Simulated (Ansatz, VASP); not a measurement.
**Te: VASP beside Ansatz**

Contents of INCAR:

```
SYSTEM = Te
ALGO = Normal
EDIFF = 1E-6
ENCUT = 520
GGA = CA
ISIF = 2
ISMEAR = -1
LASPH = .TRUE.
LCHARG = .TRUE.
LELF = .TRUE.
LREAL = .FALSE.
LVHAR = .TRUE.
LWAVE = .FALSE.
NBANDS = 16
NELM = 60
PREC = Accurate
SIGMA = 0.05
```

KPOINTS

```
k-points
0
G
  7 7 5
  0 0 0
```

Contents of POSCAR:

```
Te
1.0
    3.7423024554     -2.1043494257      0.0000000000
    3.7423024554      2.1043494257      0.0000000000
   -0.0923660238      0.0000000000      5.8540953882
Te
3
Direct
    0.0000000000      0.0000000000      0.0000000000
    0.3094466100      0.3094466100      0.3388094900
    0.6905533900      0.6905533900      0.6611905100
```

File input.yaml:

```yaml
crystal:
  lattice:
    - [3.7423024554, -2.1043494257, 0.0]
    - [3.7423024554, 2.1043494257, 0.0]
    - [-0.0923660238, 0.0, 5.8540953882]
  atoms:
    - { symbol: Te, position: [0.0, 0.0, 0.0] }
    - { symbol: Te, position: [0.30944661, 0.30944661, 0.33880949] }
    - { symbol: Te, position: [0.69055339, 0.69055339, 0.66119051] }
hamiltonian:
  xc: lda
  pseudopotentials: { kind: paw }
kpoints:
  mp_grid: { grid: [7, 7, 5] }
scf:
  occupations: { method: fermi_dirac, width: 0.05 }
output:
  forces: true
  stress: true
  eigenvalues: true
  write_density: true
  write_potential: true
  elf: true
  volumetric_format: npy
```

This isn't the form of Te at room conditions, which is trigonal, of chains.

Alike in both runs: task single point; functional LDA; k mesh 7 × 7 × 5; occupations fermi-dirac, width 0.05 eV; no spin polarisation.

|  | VASP | Ansatz |
| --- | --- | --- |
| version | VASP 6.6.1 | Ansatz 0.2.0 |
| potentials or method | VASP PAW LDA potentials, release 64 (Te) | Ansatz PAW |
| plane-wave cutoff (eV) | 520 | 420 |
| valence electrons in the cell | 18 | 48 |

```csv
,VASP,Ansatz,Ansatz less VASP
gap on the k mesh at the Fermi level (eV),none,none,-
pressure (GPa),0.6,0.4,-0.12
largest component of the traceless stress (GPa),0.39,0.35,-0.038
rms of the force components (eV/Å),0.125,0.115,-0.0092
```

Atom by atom the forces differ by 0.009 eV/Å (rms over components). A gap of «none» marks a metal or a gap that the smearing closes. The two sets of potentials don't hold the same shells in valence.

Caveats: the PAW data sets come from PBE, with cores solved anew for the run's functional, which leaves a small shift of forces and pressure (Ansatz). Spin-orbit coupling is left out, which matters for the levels of Te.
